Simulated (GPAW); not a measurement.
**BaTiO3: band structure with AM05**

BaTiO3:

```
Ba Ti O
1.0
     3.99980    0.00000    0.00000
     0.00000    3.99980    0.00000
     0.00000    0.00000    4.01800
Ba Ti O
1 1 3
Direct
  0.00000 0.00000 0.00000
  0.50000 0.50000 0.49000
  0.00000 0.50000 0.51700
  0.50000 0.00000 0.51700
  0.50000 0.50000 0.01900
```

```json
{
 "Program": "GPAW 26.7.0",
 "Task": "band structure",
 "Functional": "AM05",
 "Potentials or basis": "PAW data sets generated in the run's folder for this functional",
 "Cutoff": "800 eV",
 "Basis": "pw",
 "k mesh": "4 × 4 × 4",
 "Occupations": "fermi-dirac, width 0.05 eV",
 "Spin": "spin-orbit coupling, no magnetisation",
 "Maxiter": "150",
 "Band path": "GXMGZRAZ,XR,MA",
 "Band points": "80",
 "spin axis theta (degrees)": "90",
 "spin axis phi (degrees)": "45"
}
```

| Property | Result |
| --- | --- |
| Pressure | -1.7 GPa |
| Largest force | 0.363 eV/Å |
| Band gap on the k mesh | 1.75 eV, indirect (least direct gap 1.98 eV) |
| Band gap along the path | 1.75 eV, indirect (least direct gap 1.98 eV) |

Forces on the atoms (eV/Å):
```
Ba   0.000  0.000  0.037
Ti   0.000  0.000 -0.232
O    0.000  0.000 -0.083
O    0.000  0.000 -0.083
O    0.000  0.000  0.363
```

Stress tensor (GPa, compression positive):
```
-2.00  0.00  0.00
 0.00 -2.00  0.00
 0.00  0.00 -1.00
```

Levels at the corners of the path, in eV from the valence-band top:
```
point  band 38  band 39  band 40  band 41  band 42  band 43
    Γ    -0.23    -0.23    -0.23     1.75     1.75     1.96
    X    -0.94    -0.83    -0.83     2.11     2.11     3.50
    M    -0.88    -0.08    -0.08     3.54     3.54     3.56
    Γ    -0.23    -0.23    -0.23     1.75     1.75     1.96
    Z    -0.72    -0.68    -0.68     1.91     1.91     3.55
    R    -0.81    -0.16    -0.16     3.52     3.52     3.58
    A    -0.08     0.00     0.00     4.18     4.18     4.18
    Z    -0.72    -0.68    -0.68     1.91     1.91     3.55
    X    -0.94    -0.83    -0.83     2.11     2.11     3.50
    R    -0.81    -0.16    -0.16     3.52     3.52     3.58
    M    -0.88    -0.08    -0.08     3.54     3.54     3.56
    A    -0.08     0.00     0.00     4.18     4.18     4.18
```

It took 3.9 min on 1 thread of Intel(R) Xeon(R) Platinum 8259CL CPU @ 2.50GHz (Skylake/Cascade Lake), on a shared host, peak memory 0.6 GiB.

Caveat: the k mesh is coarse; spin-orbit coupling was added after a scalar SCF, so levels and gaps hold it while energy, forces, pressure and moments don't; this program's spin-orbit splittings come out too wide for heavy elements.
